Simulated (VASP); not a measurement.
# Al (Pm-3m) in VASP: further runs

Runs on Al. Level: revPBE. Tasks: single point.

All numbers are computed with VASP 6.6.1; they aren't measurements. Logs are shortened: lines on timing, memory, paths and dates and some standing lists are left out, and cuts for length are marked.

## (1) Starting point

Symmetry: Pm-3m, No. 221, cubic system. Conventional cell: a = 2.735 Å, b = 2.735 Å, c = 2.735 Å, α = 90.00°, β = 90.00°, γ = 90.00°. Al (site symmetry m-3m) has 6 Al at 2.74 Å as nearest neighbours.

This isn't the form of Al at room conditions, which is fcc.

## (2) Single point, revPBE

Input file INCAR:

```
  PREC = Accurate
  ENCUT = 520
  EDIFF = 1E-6
  ISMEAR = -1
  SIGMA = 0.1
  LREAL = False
  LASPH = True
  NELM = 60
  ALGO = Normal
  ISIF = 2
  LWAVE = False
  LCHARG = True
  GGA = RE
  LELF = True
  LVHAR = True
  NBANDS = 8
```

Input file KPOINTS:

```
regular mesh
0
Gamma
  19 19 19
```

Input file POSCAR:

```
Al
1.0
    2.7352851507      0.0000000000      0.0000000000
    0.0000000000      2.7352851507      0.0000000000
    0.0000000000      0.0000000000      2.7352851507
Al
1
Direct
    0.0000000000      0.0000000000      0.0000000000
```

Potentials or basis: VASP PAW PBE potentials, release 64 (Al).

Run with:

```
cat potpaw_PBE.64/Al/POTCAR > POTCAR
mpirun -np 1 vasp_std > vasp.out
```

OUTCAR:

```text
PREC = Accurate
   ENCUT = 520
   EDIFF = 1E-6
   ISMEAR = -1
   LREAL = False
   LASPH = True
   NELM = 60
   ISIF = 2
   GGA = RE

 ion  position               nearest neighbor table
   1  0.000  0.000  0.000-

  LATTYP: Found a simple cubic cell.
 ALAT       =     2.7352851507

  Lattice vectors:

 A1 = (   2.7352851507,   0.0000000000,   0.0000000000)
 A2 = (   0.0000000000,   2.7352851507,   0.0000000000)
 A3 = (   0.0000000000,   0.0000000000,   2.7352851507)

Analysis of symmetry for initial positions (statically):
=====================================================================
 Subroutine PRICEL returns:
 Original cell was already a primitive cell.

 Routine SETGRP: Setting up the symmetry group for a
 simple cubic supercell.

 Subroutine GETGRP returns: Found 48 space group operations
 (whereof 48 operations were pure point group operations)
 out of a pool of 48 trial point group operations.

The static configuration has the point symmetry O_h .

Analysis of symmetry for dynamics (positions and initial velocities):
=====================================================================
 Subroutine PRICEL returns:
 Original cell was already a primitive cell.

 Routine SETGRP: Setting up the symmetry group for a
 simple cubic supercell.

 Subroutine GETGRP returns: Found 48 space group operations
 (whereof 48 operations were pure point group operations)
 out of a pool of 48 trial point group operations.

The dynamic configuration has the point symmetry O_h .

 Subroutine INISYM returns: Found 48 space group operations
 (whereof 48 operations are pure point group operations),
 and found     1 'primitive' translations

----------------------------------------------------------------------------------------

                                     Primitive cell

  volume of cell :      20.4648

  direct lattice vectors                    reciprocal lattice vectors
     2.735285151  0.000000000  0.000000000     0.365592596  0.000000000  0.000000000
     0.000000000  2.735285151  0.000000000     0.000000000  0.365592596  0.000000000
     0.000000000  0.000000000  2.735285151     0.000000000  0.000000000  0.365592596

  length of vectors
     2.735285151  2.735285151  2.735285151     0.365592596  0.365592596  0.365592596

  position of ions in fractional coordinates (direct lattice)
     0.000000000  0.000000000  0.000000000

  ion indices of the primitive-cell ions
   primitive index   ion index
                 1           1

----------------------------------------------------------------------------------------

 KPOINTS: regular mesh

Automatic generation of k-mesh.
 Grid dimensions read from file:
 generate k-points for:   19   19   19

 Generating k-lattice:

  Cartesian coordinates                     Fractional coordinates (reciprocal lattice)
     0.019241716  0.000000000  0.000000000     0.052631579  0.000000000  0.000000000
     0.000000000  0.019241716  0.000000000     0.000000000  0.052631579  0.000000000
     0.000000000  0.000000000  0.019241716     0.000000000  0.000000000  0.052631579

  Length of vectors
     0.019241716  0.019241716  0.019241716

  Shift w.r.t. Gamma in fractional coordinates (k-lattice)
     0.000000000  0.000000000  0.000000000

 Subroutine IBZKPT returns following result:
 ===========================================

 Found    220 irreducible k-points:

 Following reciprocal coordinates:
            Coordinates               Weight
  0.000000  0.000000  0.000000      1.000000
  0.052632  0.000000  0.000000      6.000000
  0.105263  0.000000  0.000000      6.000000
  0.157895  0.000000  0.000000      6.000000
  0.210526  0.000000  0.000000      6.000000
  0.263158  0.000000  0.000000      6.000000
[... 16 lines left out ...]
  0.263158  0.105263  0.000000     24.000000
  0.315789  0.105263  0.000000     24.000000
 [... further k-points ...]
   k-points           NKPTS =    220   k-points in BZ     NKDIM =    220   number of bands    NBANDS=      8
   number of dos      NEDOS =    301   number of ions     NIONS =      1
   total plane-waves  NPLWV =   8000
   dimension x,y,z NGX =    20 NGY =   20 NGZ =   20
   dimension x,y,z NGXF=    40 NGYF=   40 NGZF=   40
   ions per type =               1
   NGX,Y,Z   is equivalent  to a cutoff of  12.16, 12.16, 12.16 a.u.
   NGXF,Y,Z  is equivalent  to a cutoff of  24.31, 24.31, 24.31 a.u.
 SYSTEM =  unknown system
   PREC   = accura    normal or accurate (medium, high low for compatibility)
   ISTART =      0    job   : 0-new  1-cont  2-samecut
   ICHARG =      2    charge: 1-file 2-atom 10-const
   ISPIN  =      1    spin polarized calculation?
   LNONCOLLINEAR =      F non collinear calculations
   LSORBIT =      F    spin-orbit coupling
   LASPH  =      T    aspherical Exc in radial PAW
   ENCUT  =  520.0 eV  38.22 Ry    6.18 a.u.   5.09  5.09  5.09*2*pi/ulx,y,z
   NELM   =     60;   NELMIN=  2; NELMDL= -5     # of ELM steps
   EDIFF  = 0.1E-05   stopping-criterion for ELM
   LREAL  =      F    real-space projection
   EDIFFG = 0.1E-04   stopping-criterion for IOM
   NSW    =      0    number of steps for IOM
   IBRION =     -1    ionic relax: 0-MD 1-quasi-New 2-CG
   NFREE  =      0    steps in history (QN), initial steepest desc. (CG)
   ISIF   =      2    stress and relaxation
   ISYM   =      2    0-nonsym 1-usesym 2-fastsym
   POTIM  = 0.5000    time-step for ionic-motion
   TEBEG  =    0.0;   TEEND  =   0.0 temperature during run
   PSTRESS=    0.0 pullay stress
   NELECT =       3.0000    total number of electrons
   NUPDOWN=      -1.0000    fix difference up-down
   EMIN   =  10.00;   EMAX   =-10.00  energy-range for DOS
   EFERMI =   0.00;   METHOD = LEGACY
   ISMEAR =    -1;   SIGMA  =   0.10  broadening in eV -4-tet -1-fermi 0-gaus
   EFERMI_NEDOS =   21; number of points for ismear=-14 and -15
   IALGO  =     38    algorithm
   IMIX   =      4    mixing-type and parameters
     AMIX     =   0.40;   BMIX     =  1.00
     AMIX_MAG =   1.60;   BMIX_MAG =  1.00
  volume/ion in A,a.u.               =      20.46       138.10
  Fermi-wavevector in a.u.,A,eV,Ry     =   0.863202  1.631216 10.137951  0.745118
  Thomas-Fermi vector in A             =   1.981117
   LORBIT       =      0    0 simple, 1 ext, 2 COOP (PROOUT), +10 PAW based schemes
   GGA     = RE    functional components
   LHFCALC =     F    Hartree Fock is set to
   AEXX    =    0.0000 exact exchange contribution
   IVDW    =     0    specifies the selected vdW correction
   LEPSILON=     F    determine dielectric tensor
   LRPA    =     F    only Hartree local field effects (RPA)
 non-spin polarized calculation
  energy-cutoff  :      520.00
  volume of cell :       20.46
 maximum number of plane-waves:       563
   NGX = 11   NGY = 11   NGZ = 11

 number of electron       3.0000000 magnetization

 Free energy of the ion-electron system (eV)
  ---------------------------------------------------
  ext. energy  EPLUGINS =         0.00000000
  ---------------------------------------------------
  free energy    TOTEN  =        -3.18984411 eV

  energy without entropy =       -3.17263154  energy(sigma->0) =       -3.18123782

 E-fermi :   5.5694     XC(G=0):  -9.3357

 val. band max:        5.5391825132   @ k =   0.3684   0.3158   0.0526
 cond. band min:       5.5781770870   @ k =   0.3158   0.1579   0.0526
 fundamental gap:      0.0389945738
 Fermi energy:         5.5694239520

 k-point     1 :       0.0000    0.0000    0.0000
  band No.  band energies     occupation
      1      -3.8724      2.00000
      2      13.5114      0.00000
      3      13.5114      0.00000
      4      14.6359      0.00000
      5      14.6359      0.00000
      6      14.6359      0.00000
      7      20.8351      0.00000
      8      29.3376      0.00000

 k-point     2 :       0.0526    0.0000    0.0000
  band No.  band energies     occupation
      1      -3.8183      2.00000
      2      12.4249      0.00000
      3      13.5571      0.00000
      4      14.6816      0.00000
      5      14.6816      0.00000
      6      15.6159      0.00000
      7      21.0633      0.00000
      8      28.8625      0.00000

 k-point     3 :       0.1053    0.0000    0.0000
  band No.  band energies     occupation
      1      -3.6559      2.00000
      2      10.9009      0.00000
      3      13.6929      0.00000
      4      14.8186      0.00000
      5      14.8186      0.00000
      6      16.7985      0.00000
      7      21.7635      0.00000
      8      27.7711      0.00000

 k-point     4 :       0.1579    0.0000    0.0000
  band No.  band energies     occupation
      1      -3.3859      2.00000
      2       9.3674      0.00000
      3      13.9153      0.00000
      4      15.0466      0.00000
      5      15.0466      0.00000
      6      17.7576      0.00000
      7      22.9112      0.00000
      8      26.4737      0.00000

 k-point     5 :       0.2105    0.0000    0.0000
  band No.  band energies     occupation
      1      -3.0094      2.00000
      2       7.8763      0.00000
      3      14.2173      0.00000
      4      15.3651      0.00000
      5      15.3651      0.00000
      6      18.5376      0.00000
      7      24.3495      0.00000
      8      25.1472      0.00000

 k-point     6 :       0.2632    0.0000    0.0000
  band No.  band energies     occupation
      1      -2.5279      2.00000
      2       6.4496      0.00030
      3      14.5867      0.00000
      4      15.7726      0.00000
      5      15.7726      0.00000
      6      19.2379      0.00000
      7      23.8611      0.00000
      8      23.8611      0.00000

 k-point     7 :       0.3158    0.0000    0.0000
  band No.  band energies     occupation
      1      -1.9443      2.00000
      2       5.1012      1.98165
      3      15.0018      0.00000
      4      16.2661      0.00000
      5      16.2661      0.00000
      6      19.9219      0.00000
      7      22.6476      0.00000
      8      22.6476      0.00000

 k-point     8 :       0.3684    0.0000    0.0000
  band No.  band energies     occupation
      1      -1.2640      2.00000
      2       3.8431      2.00000
      3      15.4248      0.00000
      4      16.8377      0.00000
      5      16.8377      0.00000
      6      20.6041      0.00000
      7      21.5285      0.00000
      8      21.5285      0.00000

 k-point     9 :       0.4211    0.0000    0.0000
  band No.  band energies     occupation
      1      -0.5029      2.00000
      2       2.6950      2.00000
      3      15.7927      0.00000
      4      17.4616      0.00000
      5      17.4616      0.00000
      6      20.5366      0.00000
      7      20.5366      0.00000
      8      21.2424      0.00000

 k-point    10 :       0.4737    0.0000    0.0000
  band No.  band energies     occupation
      1       0.2484      2.00000
      2       1.7497      2.00000
      3      16.0159      0.00000
      4      18.0173      0.00000
      5      18.0173      0.00000
      6      19.7962      0.00000
      7      19.7962      0.00000
      8      21.6896      0.00000
[... 78 lines left out ...]
 k-point    18 :       0.4211    0.0526    0.0000
  band No.  band energies     occupation
      1      -0.4494      2.00000
      2       2.7455      2.00000
      3      15.0948      0.00000
      4      17.5051      0.00000
      5      17.7840      0.00000
      6      19.6240      0.00000
      7      20.5805      0.00000
      8      21.7549      0.00000

 k-point    19 :       0.4737    0.0526    0.0000
  band No.  band energies     occupation
      1       0.3022      2.00000
      2       1.8002      2.00000
      3      15.3985      0.00000
      4      18.0596      0.00000
      5      18.3077      0.00000
      6      18.8947      0.00000
      7      19.8416      0.00000
      8      22.0416      0.00000

 k-point    20 :       0.1053    0.1053    0.0000
  band No.  band energies     occupation
      1      -3.4396      2.00000
      2      10.6355      0.00000
      3      11.7146      0.00000
      4      15.0009      0.00000
      5      15.7574      0.00000
      6      18.2801      0.00000
      7      22.3830      0.00000
      8      25.8613      0.00000

 k-point    21 :       0.1579    0.1053    0.0000
  band No.  band energies     occupation
      1      -3.1699      2.00000
      2       9.4581      0.00000
      3      11.6105      0.00000
      4      15.2285      0.00000
      5      16.0709      0.00000
      6      19.3346      0.00000
      7      23.1666      0.00000
      8      24.5734      0.00000

 k-point    22 :       0.2105    0.1053    0.0000
  band No.  band energies     occupation
      1      -2.7938      2.00000
      2       8.0344      0.00000
      3      11.8763      0.00000
      4      15.5463      0.00000
      5      16.4092      0.00000
      6      20.1695      0.00000
      7      22.8863      0.00000
      8      24.7551      0.00000

 k-point    23 :       0.2632    0.1053    0.0000
  band No.  band energies     occupation
      1      -2.3128      2.00000
      2       6.6314      0.00005
      3      12.2685      0.00000
      4      15.9529      0.00000
      5      16.7874      0.00000
      6      20.7424      0.00000
      7      21.7928      0.00000
      8      24.0131      0.00000

 k-point    24 :       0.3158    0.1053    0.0000
  band No.  band energies     occupation
      1      -1.7298      2.00000
      2       5.2940      1.88026
      3      12.7474      0.00000
      4      16.4450      0.00000
      5      17.1674      0.00000
      6      20.3408      0.00000
      7      21.6747      0.00000
      8      22.8092      0.00000

 [... further k-points ...]

------------------------ aborting loop because EDIFF is reached ----------------------------------------

  FORCE on cell =-STRESS in cart. coord.  units (eV):
  Direction    XX          YY          ZZ          XY          YZ          ZX
  --------------------------------------------------------------------------------------
  -------------------------------------------------------------------------------------
  Total       -0.0083459     -0.0083459     -0.0083459      0.0000000      0.0000000     -0.0000000
  in kB       -0.6533967     -0.6533967     -0.6533967      0.0000000      0.0000000     -0.0000000
  external PRESSURE =      -0.6533967 kB  Pullay stress =       0.0000000 kB

 VOLUME and BASIS-vectors are now :
 -----------------------------------------------------------------------------
  energy-cutoff  :      520.00
  volume of cell :       20.46
      direct lattice vectors                 reciprocal lattice vectors
     2.735285151  0.000000000  0.000000000     0.365592596  0.000000000  0.000000000
     0.000000000  2.735285151  0.000000000     0.000000000  0.365592596  0.000000000
     0.000000000  0.000000000  2.735285151     0.000000000  0.000000000  0.365592596

 POSITION                                       TOTAL-FORCE (eV/Angst)
 -----------------------------------------------------------------------------------
      0.00000      0.00000      0.00000         0.000000      0.000000      0.000000
 -----------------------------------------------------------------------------------
    total drift:                               -0.000000      0.000000      0.000000

  FREE ENERGIE OF THE ION-ELECTRON SYSTEM (eV)
  ---------------------------------------------------
  free  energy   TOTEN  =        -3.1898441109 eV

  energy  without entropy=       -3.1726315350  energy(sigma->0) =       -3.18123782
```

Wall time 7.2 s (1 thread of Intel Xeon 6975P-C (Granite Rapids), shared host); peak memory 0.14 GiB.

Results:

```yaml
Free_energy: -3.1898 eV
Pressure: -0.1 GPa
Band_gap_on_the_k_mesh: none (metal or under the smearing width)
```

Caveat: the PAW data sets were made with another functional, which shifts forces and pressure a little.

## (3) Single point, revPBE

This run uses another cell than the first one, of 18.01 Å³/atom, 0.880 times its volume.

Input file INCAR:

```
SYSTEM = Al
PREC = Accurate
ENCUT = 520
EDIFF = 1E-6
ISMEAR = -1
SIGMA = 0.1
LREAL = .False.
LASPH = .True.
NELM = 80
ALGO = Normal
ISIF = 2
LWAVE = .False.
LCHARG = .True.
GGA = RE
LELF = .True.
LVHAR = .True.
NBANDS = 8
```

Input file KPOINTS:

```
regular mesh
0
Gamma
  13 13 13
  0 0 0
```

Input file POSCAR:

```
Al
1.0
    2.6211799172      0.0000000000      0.0000000000
    0.0000000000      2.6211799172      0.0000000000
    0.0000000000      0.0000000000      2.6211799172
Al
1
Direct
    0.0000000000      0.0000000000      0.0000000000
```

Potentials or basis: VASP PAW PBE potentials, release 64 (Al).

Run with:

```
cat potpaw_PBE.64/Al/POTCAR > POTCAR
mpirun -np 1 vasp_std > vasp.out
```

It took 3.2 s on 1 thread of Intel Xeon 6975P-C (Granite Rapids), shared host; peak memory 0.12 GiB.

It converged, with:

```
Free energy            : -3.1239 eV
Pressure               : 9.2 GPa
Band gap on the k mesh : none (metal or under the smearing width)
```

Levels at points of the mesh, in eV from the Fermi level:
```
           k point  band 1  band 2  band 3  band 4
(0.00, 0.00, 0.00)  -10.22    8.24    8.24   10.04
```

Caveat: the PAW data sets were made with another functional, which shifts forces and pressure a little.
